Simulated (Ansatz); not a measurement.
## An elastic constant from a strain scan in KBr

Method: DFT PBE, scalar-relativistic, plane waves, PAW in Ansatz 0.2.0. The runs took a 420 eV cutoff, a Γ-centred 6×6×6 mesh and Gaussian smearing (0.05 eV). No spin polarisation. Energies are free energies at this smearing, counted from the undisturbed cell; pressure is positive in compression.

Reference structure (as given, not relaxed at this level; it stands at 0.0 GPa; this CsCl-type form isn't the usual structure):

```
CELL_PARAMETERS angstrom
4.04350 0.00000 0.00000
0.00000 4.04350 0.00000
0.00000 0.00000 4.04350
ATOMIC_POSITIONS crystal
K 0.00000 0.00000 0.00000
Br 0.50000 0.50000 0.50000
```

The cell is strained by ε times the Voigt pattern (0, 0, 1, 0, 0, 0) (xx, yy, zz, yz, xz, xy; engineering shear) with fractional coordinates fixed. The cell holds 2 atoms in V0 = 66.11 Å³. The stress column is τ = (1/V0) dE/dε, got from the stress tensor σ (compression positive) at each point as −det(1 + εP) σ : P(1 + εP)⁻¹, with P the pattern as a tensor.

```csv
ε,ΔE (meV/atom),τ (GPa)
-0.0600,15.582,-2.723
-0.0450,8.389,-1.938
-0.0300,3.517,-1.220
-0.0150,0.778,-0.560
0.0000,0.000,0.050
0.0150,1.039,0.615
0.0300,3.766,1.141
0.0450,8.065,1.632
0.0525,10.771,1.866
0.0600,?,?
```

Q: Which combination of elastic constants does this scan measure, and how large is it?

A: For small ε, τ = τ0 + Kε with K = pᵀCp, which for this pattern is C11 in the cubic axes. The parabola through τ at ε = -0.0150, 0 and 0.0150 has slope K = 39 GPa at zero. The energies per cell, E = NΔE, of the same two points give K = 2[E(ε₊)/ε₊ − E(ε₋)/ε₋]/[(ε₊ − ε₋)V0] = 39 GPa, in agreement.

Q: Predict the withheld row at ε = 0.0600 from the harmonic law, and compare.

A: ΔE = V0(τ0 ε + Kε²/2)/N = 15.158 meV/atom and τ = 2.40 GPa. The calculation gives 13.834 meV/atom and 2.09 GPa: the energy lies 9 % below the harmonic value, as bonds soften when stretched.